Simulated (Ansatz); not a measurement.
# Bi2Te3 (Tellurobismuthite) (R-3m) in Ansatz: settings compared

Aim: see how the results for Bi2Te3 (Tellurobismuthite) move with the level of theory and the settings. Levels: LDA, PBE, PBEsol, RPBE. Tasks: band structure.

Program: Ansatz 0.2.0. These are calculated values, not measurements. Logs are shortened: lines on timing, memory, paths and dates and some standing lists are left out, and cuts for length are marked.

**What was measured.**

From “Vacancy and Antisite-Induced Ferromagnetism in Liquid-Phase Exfoliated Bi2Te3”, 2024, arxiv:2412.10539, for a bulk crystal of Bi2Te3: band gap 0.17 eV.

The results are compared with them further down.

### Step 1. The crystal as given

It takes space group R-3m (No. 166, trigonal). The conventional cell has a = 4.386 Å, b = 4.386 Å, c = 30.497 Å, α = 90.00°, β = 90.00°, γ = 120.00°. Around Bi (site symmetry 3m) lie 6 Te at 3.07 to 3.25 Å. Around Te (site symmetry 3m) lie 3 Bi at 3.07 Å. Around Te (site symmetry -3m) lie 6 Bi at 3.25 Å.

### Step 2. Band structure, LDA

Contents of input.yaml:

```yaml
crystal:
  lattice:
    - [2.193, 1.2661291403, 10.1656666667]
    - [-2.193, 1.2661291403, 10.1656666667]
    - [0.0, -2.5322582807, 10.1656666667]
  atoms:
    - { symbol: Bi, position: [0.6, 0.6, 0.6] }
    - { symbol: Bi, position: [0.4, 0.4, 0.4] }
    - { symbol: Te, position: [0.7905, 0.7905, 0.7905] }
    - { symbol: Te, position: [0.2095, 0.2095, 0.2095] }
    - { symbol: Te, position: [0.0, 0.0, 0.0] }
hamiltonian:
  xc: lda
  pseudopotentials: { kind: paw }
kpoints:
  mp_grid: { grid: [7, 7, 7] }
  band_path:
    path:
      - [[0.0, 0.0, 0.0], [0.5, 0.0, 0.0], [0.5, 0.1770083925, -0.1770083925]]
      - [[0.8229916075, 0.5, 0.1770083925], [0.5, 0.5, 0.5], [0.0, 0.0, 0.0], [0.3385041962, 0.0, -0.3385041962]]
      - [[0.6614958038, 0.3385041962, 0.0], [0.5, 0.5, 0.0], [0.6614958038, 0.6614958038, 0.1770083925], [0.5, 0.5, 0.5]]
      - [[0.5, 0.0, 0.0], [0.8229916075, 0.3385041962, 0.3385041962]]
    npoints: 14
scf:
  occupations: { method: fermi_dirac, width: 0.05 }
  n_extra_bands: 12
output:
  forces: true
  stress: true
  eigenvalues: true
  fatbands: true
```

Potentials or basis: Ansatz PAW.

Launch:

```bash
ansatz run input.yaml --threads 2 --pin off --max-ram 5632MiB --backend cpu --events-out ev --progress --plain --runs-dir out
```

Output:

```text
Warning: RAYON_NUM_THREADS=2 ignored (pool sized by the plan → 2); use --threads N
basis.fft_grid_basis auto: the FFT boxes are laid along the combinations [[1, 0, -1], [0, 1, -1], [0, 0, 1]] of the cell's own vectors, 4.386, 4.386 and 10.476 Å long. The dense box has 30×30×72 points. Along the cell's own vectors, as sized, it would have 72×72×72, 5.76 times as many. Of the 12 symmetry operations that the crystal satisfies within crystal.symmetry.tolerance (time reversal apart; of a slab, those that keep its plane) the dense box along the cell's own vectors carries 12, and the one as laid loses 8 of those. basis.fft_grid_basis: typed keeps the cell's own vectors: state it where this run's energies or levels are differenced outside the engine with another run's, or held beside a run that keeps those vectors.
scf.n_extra_bands = 12 over 39 filled bands (N_el = 78.0): the run solves 51 bands
Engine: ansatz 0.2.0, aarch64-unknown-linux-gnu
Pseudopotentials: kind: paw
Pseudopotential: Bi, paw, valence charge 15, recommended cutoff 420 eV (normal), Bi.paw.azcp
Pseudopotential: Te, paw, valence charge 16, recommended cutoff 420 eV (normal), Te.paw.azcp
Functional definition: SPW92
  exchange = slater_x
  correlation = pw_c
Crystal: 5 atoms, lattice volume = 169.357 Å³
Basis set: ecut = 420 eV, 3345 PW (Γ), FFT grids on a1−a3, a2−a3, a3
Bands: 51, of which v1, the nominal top of the filled ones, is band 39 counted from 1 (38 counted from 0)
Symmetry: 12 space group operations
Space group: R-3m (ITA 166), of the structure as read, at distance tolerance 5.5e-5 Å
k-points: 44 of 343
Non-local potential: Bi, projectors of the file, l = 0: 2, l = 1: 2, l = 2: 2, l = 3: 2
Non-local potential: Te, projectors of the file, l = 0: 2, l = 1: 2, l = 2: 2, l = 3: 2
PAW form: soft (Blöchl's): semilocal exchange-correlation on the pseudo side does not see the compensation charge
PAW frozen core: Bi, regenerated for the run's functional, and the local potential with it (the file was generated under x = pbe(κ = 0.804, μ = 0.2195149727645171), c = pbe(β = 0.06672455060314922))
PAW frozen core: Te, regenerated for the run's functional, and the local potential with it (the file was generated under x = pbe(κ = 0.804, μ = 0.2195149727645171), c = pbe(β = 0.06672455060314922))
PAW one-centre angular grid: Bi, 590 points (default); XC on 64 Gauss nodes
PAW one-centre angular grid: Te, 590 points (default); XC on 64 Gauss nodes
Initial density: superposition of atomic densities (neutral atoms: chi_scale 0, normalization atom), corrected by the library's trained network
Initial wavefunctions: pseudopotential atomic-orbital guess
Functional: x = slater, c = lda
SCF iter   1: F=—  HF=-44654.369012 eV  |F-HF|=—  |Δ(HF+E_count)|=         —  Δρ=3.99e-3  dr2=1.84e-2  ethr=1.77e-3  ⟨swp⟩=9.1  Hψ=10635  notcnv=0  defer=55
preconditioner: auto → Resta (q_TF=auto, 2.398 Å⁻¹)  ε∞=3.4  [insulator: Δε(μ)=0.194 eV  Ē_g=9.813 eV  σ=0.050 eV  W_gap=0.75  n_scr=42 (ndim 8)  ℏωp=15.1 eV  f_vac=0.015  D(μ)=0.03/eV (n_scr^D=0)  ε∞_Penn≈3.4]
SCF iter   2: F=—  HF=-44654.360974 eV  |F-HF|=—  |Δ(HF+E_count)|=   8.04e-3  Δρ=2.17e-3  dr2=4.73e-3  ethr=2.36e-5  ⟨swp⟩=2.1  Hψ=3764  notcnv=0  defer=123
SCF iter   3: F=—  HF=-44654.360342 eV  |F-HF|=—  |Δ(HF+E_count)|=   6.32e-4  Δρ=7.55e-4  dr2=4.12e-3  ethr=6.06e-6  ⟨swp⟩=2.5  Hψ=3618  notcnv=0  defer=123
SCF iter   4: F=—  HF=-44654.359887 eV  |F-HF|=—  |Δ(HF+E_count)|=   4.55e-4  Δρ=2.17e-4  dr2=1.36e-4  ethr=5.28e-6  ⟨swp⟩=1.1  Hψ=2097  notcnv=0  defer=123
SCF iter   5: F=—  HF=-44654.359860 eV  |F-HF|=—  |Δ(HF+E_count)|=   2.75e-5  Δρ=6.37e-5  dr2=7.63e-6  ethr=1.74e-7  ⟨swp⟩=2.3  Hψ=3402  notcnv=0  defer=123
SCF iter   6: F=—  HF=-44654.359867 eV  |F-HF|=—  |Δ(HF+E_count)|=   7.52e-6  Δρ=1.43e-5  dr2=3.45e-7  ethr=9.78e-9  ⟨swp⟩=2.2  Hψ=3153  notcnv=0  defer=123
SCF iter   7: F=-44654.359867 eV  HF=-44654.359867 eV  |F-HF|=2.22e-8  |Δ(HF+E_count)|=   6.45e-8  Δρ=4.20e-6  dr2=3.59e-8  ethr=1.28e-10  ⟨swp⟩=12.9  Hψ=11966  notcnv=0
SCF 1 converged in 7 iterations: F = -44654.359867 eV  dr2 = 3.59e-8
NSCF: frozen V_eff on 130 k-points
SCF converged after 7 iterations
Free energy (F): -44654.359867 eV
Harris-Foulkes:  -44654.359867 eV  (|F-HF|=2.22e-8)
Internal energy: -44654.359593 eV  (E = F + TS)
E sigma→0 (E₀):  -44654.359730 eV
Entropy (-TS):   -0.000275 eV (-0.055 meV/atom)
Fermi energy:    9.082005 eV
--- Per-component energies (eV) ---
  E_band       = -1011.679687
  E_kinetic    = 1149.488197
  E_local      = -6895.208552  (includes V_loc(G=0)·N_el)
  E_nonlocal   = 215.379659
  E_hartree    = 3424.409424
  E_xc         = -673.468683
  E_vxc        = -604.800630  (∫ρ·V_xc dr)
  E_paw        = -34234.960497  (= ΣΔE_a)
  E_vpaw       = -1725.346679  (= ΣTr[D̂ρ^β])
  E_aug_tail   = -0.001682  (compensation charges beyond the density's cutoff)
  E_ewald      = -7642.023672
  E_core_change = 2.026214  (= ΣΔE_core)
  E_smearing   = -0.000275  (= −TS)
  E_closure    = -0.000000  (closes the sum)
  Σ components = -44654.359867   (vs F -44654.359867, Δ=0.00e0)
--- Forces (eV/Å), atoms counted from 1 ---
  atom   1  Bi     0.00000000     0.00000000    -0.07698634
  atom   2  Bi     0.00000000    -0.00000000     0.07698634
  atom   3  Te     0.00000000     0.00000000    -0.18692971
  atom   4  Te     0.00000000    -0.00000000     0.18692971
  atom   5  Te     0.00000000     0.00000000     0.00000000
  max |Σ_I F_I| component: 5.55e-17 eV/Å
--- Stress (GPa, compression-positive) ---
       -1.608704       0.000000      -0.000000
        0.000000      -1.608704       0.000000
       -0.000000       0.000000      -2.081783
  P = ⅓ Tr σ = -1.7664 GPa (-17.664 kbar)
--- Band table (eV; the first three rows and the last of 44) ---
  k-point 0: bands = ["-27.6288", "-27.6288", "-27.6233", "-27.6214", "-27.6205", "-27.6205", "-27.6199", "-27.6199", "-27.6179", "-27.6179", "-27.4588", "-27.4534", "-27.4534", "-27.4230", "-27.4230", "-14.0820", "-14.0820", "-14.0801", "-14.0801", "-14.0691", "-14.0678", "-14.0660", "-14.0660", "-14.0645", "-14.0645", "-4.4040", "-3.6838", "-2.4839", "-0.0353", "0.4163", "6.6407", "6.8868", "7.2629", "7.2629", "7.2941", "7.2941", "8.1486", "8.1486", "8.9743", "9.1835", "9.6079", "9.6079", "10.9112", "11.0565", "11.0565", "13.8256", "14.2892", "14.9855", "14.9855", "15.2980", "15.3382"]
  k-point 1: bands = ["-27.6288", "-27.6286", "-27.6230", "-27.6219", "-27.6205", "-27.6204", "-27.6197", "-27.6196", "-27.6179", "-27.6178", "-27.4586", "-27.4535", "-27.4535", "-27.4229", "-27.4227", "-14.0839", "-14.0818", "-14.0803", "-14.0784", "-14.0681", "-14.0669", "-14.0662", "-14.0654", "-14.0649", "-14.0638", "-4.2263", "-3.5345", "-2.3598", "-0.1967", "0.2646", "5.8524", "5.9625", "6.6637", "6.6689", "7.3554", "7.6362", "7.8919", "7.9868", "8.3323", "10.1871", "10.2616", "10.3493", "10.8457", "10.9440", "11.5477", "13.2923", "13.9432", "15.0644", "15.1210", "15.6367", "15.8866"]
  k-point 2: bands = ["-27.6288", "-27.6281", "-27.6231", "-27.6223", "-27.6205", "-27.6203", "-27.6194", "-27.6190", "-27.6179", "-27.6177", "-27.4584", "-27.4537", "-27.4535", "-27.4229", "-27.4222", "-14.0888", "-14.0862", "-14.0778", "-14.0755", "-14.0698", "-14.0677", "-14.0634", "-14.0628", "-14.0616", "-14.0615", "-3.7084", "-3.1314", "-2.0334", "-0.7858", "-0.1658", "4.7269", "5.3568", "5.6523", "6.1493", "6.6075", "6.7064", "7.9569", "8.0556", "8.3185", "9.9089", "10.3317", "10.4819", "11.5934", "11.7403", "12.5616", "12.9874", "14.4481", "14.7715", "15.9526", "16.2318", "16.4305"]
  k-point 43: bands = ["-27.6288", "-27.6286", "-27.6230", "-27.6219", "-27.6205", "-27.6204", "-27.6197", "-27.6196", "-27.6179", "-27.6178", "-27.4586", "-27.4535", "-27.4535", "-27.4229", "-27.4227", "-14.0839", "-14.0818", "-14.0803", "-14.0784", "-14.0681", "-14.0669", "-14.0662", "-14.0654", "-14.0649", "-14.0638", "-4.0865", "-3.8264", "-1.9107", "-0.8932", "0.6865", "5.7121", "6.2351", "6.7608", "6.8241", "6.9913", "7.1823", "7.9015", "8.2506", "8.7553", "9.5405", "9.9031", "10.4970", "11.1715", "11.2667", "11.6164", "13.6251", "14.1840", "14.3740", "15.0515", "15.0684", "16.0250"]
```

It took 41 s on 2 threads of Arm Neoverse V1, shared host; peak memory 0.74 GiB.

Results:

```yaml
Free_energy: -44654.3599 eV
Pressure: -1.8 GPa
Largest_force: 0.187 eV/Å
Band_gap_on_the_k_mesh: 0.21 eV, direct
Band_gap_along_the_path: 0.21 eV, direct
```

Forces in eV/Å, atoms in the order of the input:
```
Bi   0.000  0.000 -0.077
Bi   0.000  0.000  0.077
Te   0.000  0.000 -0.187
Te   0.000  0.000  0.187
Te   0.000  0.000  0.000
```

Stress tensor (GPa, compression positive):
```
-1.61  0.00  0.00
 0.00 -1.61  0.00
 0.00  0.00 -2.08
```

Levels at the corners of the path, in eV from the valence-band top:
| point | band 37 | band 38 | band 39 | band 40 | band 41 | band 42 |
| --- | --- | --- | --- | --- | --- | --- |
| Γ | -0.83 | -0.83 | 0.00 | 0.21 | 0.63 | 0.63 |
| L | -2.40 | -0.88 | -0.49 | 0.52 | 1.04 | 2.72 |
| B1 | -1.93 | -0.95 | -0.76 | 1.16 | 1.42 | 2.49 |
| B | -1.93 | -0.95 | -0.76 | 1.16 | 1.42 | 2.49 |
| Z | -1.12 | -1.12 | -0.48 | 0.81 | 1.12 | 1.12 |
| Γ | -0.83 | -0.83 | 0.00 | 0.21 | 0.63 | 0.63 |
| X | -1.61 | -1.37 | -0.63 | 1.04 | 1.98 | 2.03 |
| Q | -1.61 | -1.37 | -0.63 | 1.04 | 1.98 | 2.03 |
| F | -1.83 | -1.52 | -0.94 | 0.82 | 1.50 | 2.04 |
| P1 | -1.33 | -1.33 | -1.21 | 1.14 | 1.28 | 1.67 |
| Z | -1.12 | -1.12 | -0.48 | 0.81 | 1.12 | 1.12 |
| L | -2.40 | -0.88 | -0.49 | 0.52 | 1.04 | 2.72 |
| P | -1.33 | -1.33 | -1.21 | 1.14 | 1.28 | 1.67 |

Caveat: spin-orbit coupling is left out, which as a rule narrows the gap of such compounds by several tenths of an eV; the PAW data sets come from PBE, with cores solved anew for the run's functional, which leaves a small shift of forces and pressure.

[end of part 1 of 2]
